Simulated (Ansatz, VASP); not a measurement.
One calculation of Ti, two programs

Contents of INCAR:

```
ALGO = Fast
EDIFF = 1E-6
ENCUT = 520
GGA = PE
ISIF = 2
ISMEAR = -1
LASPH = T
LCHARG = F
LREAL = F
LWAVE = F
NBANDS = 19
NELM = 100
PREC = Accurate
SIGMA = 0.05
```

Contents of KPOINTS:

```
k-points
0
Gamma
  9 9 5
```

The input POSCAR:

```
Ti
1.0
    2.9500000000      0.0000000000      0.0000000000
   -1.4750000000      2.5547749412      0.0000000000
    0.0000000000      0.0000000000      4.6332000000
Ti
2
Direct
    0.6666666667      0.3333333333      0.7500000000
    0.3333333333      0.6666666667      0.2500000000
```

File input.yaml:

```yaml
crystal:
  lattice:
    - [2.95, 0.0, 0.0]
    - [-1.475, 2.5547749412, 0.0]
    - [0.0, 0.0, 4.6332]
  atoms:
    - { symbol: Ti, position: [0.6666666667, 0.3333333333, 0.75] }
    - { symbol: Ti, position: [0.3333333333, 0.6666666667, 0.25] }
hamiltonian:
  xc: pbe
  pseudopotentials: { kind: paw }
kpoints:
  mp_grid: { grid: [9, 9, 5] }
scf:
  occupations: { method: fermi_dirac, width: 0.05 }
output:
  forces: true
  stress: true
  eigenvalues: true
```

Alike in both runs: task single point; functional PBE; k mesh 9 × 9 × 5; occupations fermi-dirac, width 0.05 eV; no spin polarisation.

|  | VASP | Ansatz |
| --- | --- | --- |
| version | VASP 6.6.1 | Ansatz 0.2.0 |
| potentials or method | VASP PAW PBE potentials, release 64 (Ti_sv) | Ansatz PAW |
| plane-wave cutoff (eV) | 520 | 420 |
| valence electrons in the cell | 24 | 24 |

```csv
,VASP,Ansatz,Ansatz less VASP
gap on the k mesh at the Fermi level (eV),none,none,-
pressure (GPa),-1.1,-0.5,+0.60
largest component of the traceless stress (GPa),0.45,0.44,-0.002
```

A gap of «none» marks a metal or a gap that the smearing closes.
